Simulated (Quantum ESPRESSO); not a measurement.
A calculation with Quantum ESPRESSO 7.5 of Ca (ASE script, structure from a P1 CIF):

The input run.py:

```python
import numpy as np
from ase.calculators.espresso import Espresso, EspressoProfile
from ase.io import read

atoms = read('Ca.cif')

input_data = {
    'control': {'calculation': 'scf', 'prefix': 'pwscf', 'outdir': './tmp', 'tprnfor': True, 'tstress': True, 'disk_io': 'nowf'},
    'system': {'ecutwfc': 55.0, 'ecutrho': 440.0, 'nbnd': 16, 'occupations': 'smearing', 'smearing': 'fd', 'degauss': 0.00367493},
    'electrons': {'conv_thr': 4e-10, 'electron_maxstep': 120, 'mixing_beta': 0.5},
}
pseudopotentials = {'Ca': 'Ca_pbe_v1.uspp.F.UPF'}
profile = EspressoProfile(command='pw.x', pseudo_dir='pseudo')
dft = Espresso(profile=profile, input_data=input_data, pseudopotentials=pseudopotentials, kpts=(8, 8, 4), koffset=(0, 0, 0))
atoms.calc = dft

print(f'energy {atoms.get_potential_energy():.8f} eV')
print('forces (eV/A)')
print(np.round(atoms.get_forces(), 6))
print('stress (eV/A^3, Voigt)')
print(np.round(atoms.get_stress(), 8))
print(f'Fermi level {dft.get_fermi_level():.4f} eV')
```

Ca.cif

```cif
data_Ca
_cell_length_a 3.84607396
_cell_length_b 3.84607396
_cell_length_c 6.44888370
_cell_angle_alpha 82.76200235
_cell_angle_beta 82.76200235
_cell_angle_gamma 66.06273008
_space_group_name_H-M_alt 'P1'
_space_group_name_Hall 'P 1'
_space_group_IT_number 1
loop_
_space_group_symop_operation_xyz
'x,y,z'
loop_
_atom_site_label
_atom_site_type_symbol
_atom_site_symmetry_multiplicity
_atom_site_Wyckoff_symbol
_atom_site_fract_x
_atom_site_fract_y
_atom_site_fract_z
_atom_site_occupancy
Ca1 Ca 1 a 0.2447745500 0.2603442600 0.2327308200 1
Ca2 Ca 1 a 0.7552254500 0.7396557400 0.7672691800 1
```

Potentials or basis: SSSP 1.3 efficiency PBE.

The run is started by

```console
$ OMP_NUM_THREADS=1 python run.py
```

This isn't the form of Ca at room conditions, which is fcc.

Q: Write the same calculation in another form: native input, structure typed inline.

A: As run:

File pw.in:

```
&CONTROL
  calculation = 'scf'
  prefix = 'pwscf'
  outdir = './tmp'
  pseudo_dir = './pseudo'
  tprnfor = .true.
  tstress = .true.
  disk_io = 'nowf'
/
&SYSTEM
  ibrav = 0
  nat = 2
  ntyp = 1
  ecutwfc = 55
  ecutrho = 440
  nbnd = 16
  occupations = 'smearing'
  smearing = 'fd'
  degauss = 0.00367493
/
&ELECTRONS
  conv_thr = 4d-10
  electron_maxstep = 120
  mixing_beta = 0.5
/
ATOMIC_SPECIES
Ca    40.0780 Ca_pbe_v1.uspp.F.UPF
CELL_PARAMETERS angstrom
   2.0964874600   -2.1017318100   -2.4453524600
  -2.0964874600   -2.1017318100   -2.4453524600
   0.0000000000    4.2034636200   -4.8907049200
ATOMIC_POSITIONS crystal
Ca     0.2447745500    0.2603442600    0.2327308200
Ca     0.7552254500    0.7396557400    0.7672691800
K_POINTS automatic
8 8 4 0 0 0
```

Potentials or basis: SSSP 1.3 efficiency PBE.

Launch:

```bash
$ OMP_NUM_THREADS=1 pw.x -in pw.in > pw.out
```

Both were run:

|  | ASE script, structure from a P1 CIF | native input, structure typed inline |
| --- | --- | --- |
| Pressure | -0.2 GPa | -0.2 GPa |
| Largest force | 0.363 eV/Å | 0.363 eV/Å |
| Band gap on the k mesh | none (metal or under the smearing width) | none (metal or under the smearing width) |

Keys that steer only the numerical path or the files written may differ.
